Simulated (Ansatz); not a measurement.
# Ge: the cost of one run

Method: DFT PBEsol, scalar-relativistic, plane waves, PAW, in Ansatz 0.2.0.

2 further runs of the same task are left out: 2 set aside as unsound or not needed.

### Step 1. The starting structure

The structure is tetragonal, space group I4_1/amd (No. 141). The conventional cell has a = 5.126 Å, b = 5.126 Å, c = 2.793 Å, α = 90.00°, β = 90.00°, γ = 90.00°. Ge (site symmetry -4m2) has 6 Ge at 2.66 to 2.79 Å as nearest neighbours.

Structure file:

```
Ge
1.0
    -2.56301    2.56301    1.39666
     2.56301   -2.56301    1.39666
     2.56301    2.56301   -1.39666
Ge
2
Direct
  0.25000 0.75000 0.50000
  0.50000 0.50000 0.00000
```

It goes back to an entry of the Materials Project, which need not be the stable form.

It is the result of an earlier relaxation at this level (volume 18.35 Å³/atom; gap on the mesh: none (metal)).

### Step 2. The reference cell

The reference gives a free energy of -8506.6679 eV, pressure -0.04 GPa, largest force 0.000 eV/Å and gap on the mesh none (metal). It was computed beforehand with the settings of the runs below.

### Step 3. The scan: freezing in a mode

Mode 5 of the phonon run on this cell, counted from the lowest, is frozen in: each atom moves by x times its row below, so x is the largest displacement.

```
atom      ux      uy     uz
 Ge1   0.707   0.707  0.000
 Ge2  -0.707  -0.707  0.000
```

### Step 4. Point x = -0.300 Å

File input.yaml:

```yaml
crystal:
  lattice:
    - [-2.5630127546, 2.5630127546, 1.396662273]
    - [2.5630127546, -2.5630127546, 1.396662273]
    - [2.5630127546, 2.5630127546, -1.396662273]
  atoms:
    - { symbol: Ge, position: [0.2086166643, 0.7086166643, 0.4172333286] }
    - { symbol: Ge, position: [0.5413833357, 0.5413833357, 0.0827666714] }
basis:
  ecutwfc: 420
kpoints:
  mp_grid: { grid: [24, 24, 24] }
hamiltonian:
  xc: pbesol
scf:
  occupations: { method: gaussian, width: 0.15 }
output:
  forces: true
  stress: true
  eigenvalues: true
  write_density: true
  write_potential: true
  elf: true
  volumetric_format: npy
```

The run is started by

```bash
$ ansatz run input.yaml --threads 2 --pin off --max-ram 5120MiB --backend cpu --events-out ev --progress --plain --runs-dir out
```

Q: Estimate wall time and peak memory on 2 threads of Intel Xeon Platinum 8488C (Sapphire Rapids), shared host.

About 77 s, with a peak of 2 GiB.
